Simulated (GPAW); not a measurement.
## CaO (Fm-3m): one start, several treatments of the self-energy

How much does the gap of CaO (Fm-3m) depend on the approximation to the self-energy?

Method: PBE and many-body steps on it, plane waves, in GPAW 26.7.0.

This is a report of a sequence of runs, with most program output left out.

### Step 1. The structure

It takes space group Fm-3m (No. 225, cubic). The conventional cell has a = 4.807 Å, b = 4.807 Å, c = 4.807 Å, α = 90.00°, β = 90.00°, γ = 90.00°. Ca has 6 O at 2.40 Å nearest. Nearest to O lie 6 Ca at 2.40 Å. Farther neighbours and most contacts between anions are not listed.

As a file:

```xyz
2
Lattice="0.0000 2.4036 2.4036 2.4036 0.0000 2.4036 2.4036 2.4036 0.0000" Properties=species:S:1:pos:R:3 pbc="T T T"
Ca    0.0000    0.0000    0.0000
O     2.4036    2.4036    2.4036
```

The cell and positions are those that the Materials Project relaxed with its own functionals (PBE, PBE+U or r2SCAN), kept fixed.

### Step 2. Empty states on the mesh, 6×6×6 mesh, 98 bands

This step: GPAW 26.7.0; DFT, PBE, plane waves, PAW.

The sums over transitions need many empty states on a uniform mesh; this step solves for them.

The input, run.py:

```python
import json
import numpy as np
from gpaw.mpi import world
from gpaw import GPAW

calc = GPAW('gs.gpw').fixed_density(kpts={'size': (6, 6, 6), 'gamma': True},
    parallel={'domain': 1, 'band': 1},
    txt='nscf.txt')
calc.diagonalize_full_hamiltonian(nbands=98)
calc.write('full.gpw', mode='all')
res = {}
kpts = calc.get_ibz_k_points()
res['kpts'] = kpts
res['eigenvalues'] = [calc.get_eigenvalues(kpt=k) for k in range(len(kpts))]
res['n_electrons'] = calc.get_number_of_electrons()

if world.rank == 0:
    with open('result.json', 'w') as f:
        json.dump(res, f, default=lambda x: x.tolist())
```

Run with:

```
$ mpirun -n 4 gpaw python run.py
```

It took 8.3 s on 4 MPI ranks of Arm Neoverse V1, shared host; peak memory 0.93 GiB.

Numbers from this step:

| Quantity | Value |
| --- | --- |
| gap | 3.693 eV |
| k of the valence top | 0, 0, 0 |
| k of the conduction bottom | 0.5, 0.5, 0 |
| least direct gap | 4.066 eV |
| k points computed | 16 |
| lowest point of the top converged band, above the valence top | 115.0890 eV |

On this mesh the gap is 3.693 eV.

### Step 3. G0W0, Godby-Needs plasmon pole

G0W0 replaces the xc potential by the self-energy, built once from these orbitals. Only a window of levels is corrected, while the sums run over the empty bands that the input names.

This step: G0W0 with a vertex from the rALDA kernel on PBE, plane waves, PAW.

The input, run.py:

```python
import json
import numpy as np
from gpaw.mpi import world
from gpaw.response.g0w0 import G0W0

gw = G0W0('full.gpw',
    filename='gw',
    kpts=[0, 12],
    bands=(6, 10),
    ecut=125,
    nbands=88,
    integrate_gamma='WS',
    ppa=True,
    xc='rALDA',
    fxc_mode=None,
    fxc_modes=['GWP', 'GWS', 'GWG'],
    do_GW_too=True)
gw.calculate()
res = {mode: {k: v for k, v in r.items() if k != 'sigma_eskwn'}
       for mode, r in gw.all_results.items()}

if world.rank == 0:
    with open('result.json', 'w') as f:
        json.dump(res, f, default=lambda x: x.tolist())
```

Run with:

```
$ mpirun -n 4 gpaw python run.py
```

Run time: 2 min. Hardware: 4 MPI ranks; peak memory 1.8 GiB; 7.8 min of CPU time.

Numbers from this step:

| Item | Value |
| --- | --- |
| gap with the vertex in the polarisability | 5.735 eV |
| gap with the vertex in the self-energy | 6.481 eV |
| gap with the vertex in both | 6.207 eV |
| G0W0 gap on the points computed | 6.056 eV |
| least direct G0W0 gap on the computed points | 6.256 eV |
| Z at the valence top | 0.7890 |
| Z at the conduction bottom | 0.8486 |
| starting gap on the mesh | 3.693 eV |
| k of the valence top | 0, 0, 0 |
| k of the conduction bottom | 0.5, 0.5, 0 |

The gap on the mesh goes from 3.69 eV to 6.06 eV, a correction of +2.36 eV.

### Step 4. G0W0 with rALDA vertex

Edit run.py of step 3 so:

```diff
@@ -9,4 +9,4 @@
     bands=(6, 10),
-    ecut=125,
-    nbands=88,
+    ecut=75,
+    nbands=40,
     integrate_gamma='WS',
@@ -14,5 +14,3 @@
     xc='rALDA',
-    fxc_mode=None,
-    fxc_modes=['GWP', 'GWS', 'GWG'],
-    do_GW_too=True)
+    fxc_mode='GWG')
 gw.calculate()
```

Run with:

```
$ mpirun -n 4 gpaw python run.py
```

Elapsed: 32 s, on 4 MPI ranks; peak memory 1.2 GiB.

This step gave:

| Item | Value |
| --- | --- |
| quasiparticle gap on the points computed | 6.098 eV |
| least direct quasiparticle gap on the computed points | 6.280 eV |
| Z at the valence top | 0.7869 |
| Z at the conduction bottom | 0.8588 |
| starting gap on the mesh | 3.693 eV |
| k of the valence top | 0, 0, 0 |
| k of the conduction bottom | 0.5, 0.5, 0 |

Against G0W0 in GPAW (6×6×6 mesh, 88 bands, screening to 125 eV, Godby-Needs plasmon pole), the gap moves by +0.042 eV.

### Step 5. Side by side

Times are wall times on 4 MPI ranks of Arm Neoverse V1, shared host, good to a factor of about two.

| run | mesh | bands | screening cutoff (eV) | DFT gap (eV) | gap on the mesh (eV) | direct (eV) | time |
| --- | --- | --- | --- | --- | --- | --- | --- |
| G0W0, Godby-Needs plasmon pole | 6×6×6 | 88 | 125 | 3.693 | 6.056 | 6.256 | 2 min |
| G0W0 with rALDA vertex | 6×6×6 | 40 | 75 | 3.693 | 6.098 | 6.280 | 32 s |

### Step 6. What came out

| Item | Value |
| --- | --- |
| G0W0, Godby-Needs plasmon pole | 6.056 eV |
| G0W0 with rALDA vertex | 6.098 eV |
| known limits | not at the basis limit |

G0W0 with rALDA vertex: +0.042 eV against G0W0, Godby-Needs plasmon pole, at other bands or cutoff, so not like for like. With the rALDA kernel as a vertex the gap is 5.73 eV (in the polarisability), 6.48 eV (in the self-energy) and 6.21 eV (in both), against 6.06 eV without. Bands and cutoff are finite, so the gap is not at the basis limit. The miss can reach some tenths of an eV and take either sign; the mesh is an error of its own. These stock PAW sets were not made for GW. In the G0W0 runs levels were corrected at 2 k points alone, so a gap called «on the mesh» is the least over those, and an edge elsewhere would be missed.

[Paths, hosts, dates, memory and timing lines, banners, echoed tables and standing remarks are left out of the program output.]

[Logs are printed without paths, hosts, clocks, repeated set-up lines and the standing remarks that a program may print on its own settings, such as how far it seeks lower states.]

[Runs of the session that timed out or met a known fault of the program may be left out.]

[Hosts, paths, dates, database ids (printed as entryN), source tags and the programs' standing remarks are cut or masked in the printed files.]
